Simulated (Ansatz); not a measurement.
## How Ta2C stores the work of compression

All numbers below come from DFT r2SCAN, scalar-relativistic, plane waves, PAW (Ansatz). (500 eV cutoff, 18×18×8 k-mesh, Gaussian smearing of 0.10 eV, no spin polarisation)

The relaxed crystal:

```
CELL_PARAMETERS angstrom
3.11016 0.00000 0.00000
-1.55508 2.69348 0.00000
0.00000 0.00000 4.94230
ATOMIC_POSITIONS crystal
Ta 0.33333 0.66667 0.25356
Ta 0.66667 0.33333 0.74644
C 0.00000 0.00000 0.00000
```

Cell and atoms were relaxed at each target pressure within the start's symmetry (P-3m1), at zero temperature; other phases can be more stable under pressure. H = E + PV with P the target; E is the free energy at the smearing used, whose derivative the pressure is, per atom and counted from zero pressure.

Spin–orbit coupling is left out, which can shift energies with elements as heavy as these.

```
P (GPa) V (Å³/atom) E − E0 (meV) H − H0 (meV)
      0       13.801           0.0           0.0
      2       13.701           0.6         171.7
      5       13.558           3.7         426.9
     10       13.336          14.1         846.5
     20       12.941          50.8        1666.2
     40       12.294         170.5        3239.8
```

Problem. Thermodynamics gives dH/dP = V along a relaxed path. Integrate V over P by the trapezoid rule and compare with the computed enthalpies.

Solution. With 1 eV/Å³ = 160.22 GPa, each step adds the mean volume times ΔP / 160.22:
```
P (GPa)  ∫V dP (meV) H − H0 (meV) difference (meV)
      2        171.7         171.7               0.0
      5        426.9         426.9               0.0
     10        846.5         846.5               0.0
     20       1666.5        1666.2               0.3
     40       3241.6        3239.8               1.8
```

V(P) curves upward, so the trapezoid rule runs high; integrating a smooth curve through the same points puts that excess at about 2.0 meV at 40 GPa, against the 1.8 meV found.

Problem. At 40 GPa, how much of the enthalpy change is stored energy and how much is the PV term?

Solution. E rises by 170 meV/atom and PV is 40 × 12.294 / 160.22 = 3069 meV/atom, so PV makes 95 % of ΔH. So between rival structures at high pressure a small difference in volume can outweigh the difference in energy: 1 % of this volume is worth 30.7 meV/atom at this pressure.

Problem. What bulk modulus do the lowest pressures give?

Solution. From the pressures that the runs reached, -2.00 GPa (13.905 Å³) and 2.00 GPa (13.701 Å³), B = −ΔP/Δln V = 4.00 / 0.0148 = 271 GPa, a mean over that range.